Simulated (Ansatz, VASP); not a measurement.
## Two plane-wave programs on CuO

Contents of INCAR:

```
  PREC = Accurate
  ENCUT = 520
  EDIFF = 1E-6
  ISMEAR = -1
  SIGMA = 0.05
  LREAL = False
  LASPH = True
  NELM = 100
  ALGO = Normal
  ISIF = 2
  LWAVE = False
  LCHARG = True
  GGA = PE
  LELF = True
  LVHAR = True
  NBANDS = 16
```

KPOINTS

```
Automatic mesh
0
Gamma
  9 9 9
```

POSCAR

```
CuO
1.0
    2.5525506100      0.0000000000      0.0000000000
    0.0000000000      2.5525506100      0.0000000000
    0.0000000000      0.0000000000      2.5780761161
Cu O
1 1
Direct
    0.0000000000      0.0000000000      0.0000000000
    0.5000000000      0.5000000000      0.5000000000
```

input.yaml

```yaml
crystal:
  lattice:
    - [2.55255061, 0.0, 0.0]
    - [0.0, 2.55255061, 0.0]
    - [0.0, 0.0, 2.5780761161]
  atoms:
    - { symbol: Cu, position: [0.0, 0.0, 0.0] }
    - { symbol: O, position: [0.5, 0.5, 0.5] }
hamiltonian:
  xc: pbe
  pseudopotentials: { kind: paw }
kpoints:
  mp_grid: { grid: [9, 9, 9] }
  band_path:
    path:
      - [[0.0, 0.0, 0.0], [0.0, 0.5, 0.0], [0.5, 0.5, 0.0], [0.0, 0.0, 0.0], [0.0, 0.0, 0.5], [0.0, 0.5, 0.5], [0.5, 0.5, 0.5], [0.0, 0.0, 0.5]]
      - [[0.0, 0.5, 0.0], [0.0, 0.5, 0.5]]
      - [[0.5, 0.5, 0.0], [0.5, 0.5, 0.5]]
    npoints: 14
scf:
  occupations: { method: fermi_dirac, width: 0.05 }
  n_extra_bands: 6
output:
  forces: true
  stress: true
  eigenvalues: true
  fatbands: true
```

Measurements of this composition are mostly on another form, of space group No. 15.

Alike in both runs: functional PBE; k mesh 9 × 9 × 9; occupations fermi-dirac, width 0.05 eV; no spin polarisation.

|  | VASP | Ansatz |
| --- | --- | --- |
| version | VASP 6.6.1 | Ansatz 0.2.0 |
| potentials or method | VASP PAW PBE potentials, release 64 (Cu, O) | Ansatz PAW |
| plane-wave cutoff (eV) | 520 | 420 |
| valence electrons in the cell | 17 | 25 |
| task | single point | band structure |

VASP gave:

```
gap on the k mesh at the Fermi level (eV)       : none
pressure (GPa)                                  : 18.5
largest component of the traceless stress (GPa) : 2.08
```

Q: What did Ansatz give for the same quantities?

A: gap on the k mesh at the Fermi level (eV): none; pressure (GPa): 18.3; largest component of the traceless stress (GPa): 2.09.

A gap of «none» marks a metal or a gap that the smearing closes. With one functional, cell and mesh, what is left measures potentials, basis and numerics. The two sets of potentials don't hold the same shells in valence.

Caveats: an odd number of electrons without spin polarisation forces a metal; a magnetic or distorted state may lie lower; the run has no spin polarisation, though such a crystal can be magnetic; semilocal functionals often make such compounds metallic where correlation or magnetic order opens a gap, which also shifts bond lengths; so large a pressure means that the cell lies far from this level's equilibrium, or that cutoff or potentials fall short (VASP); the pressure holds a Pulay correction of +0.8 GPa for the finite cutoff (Ansatz).
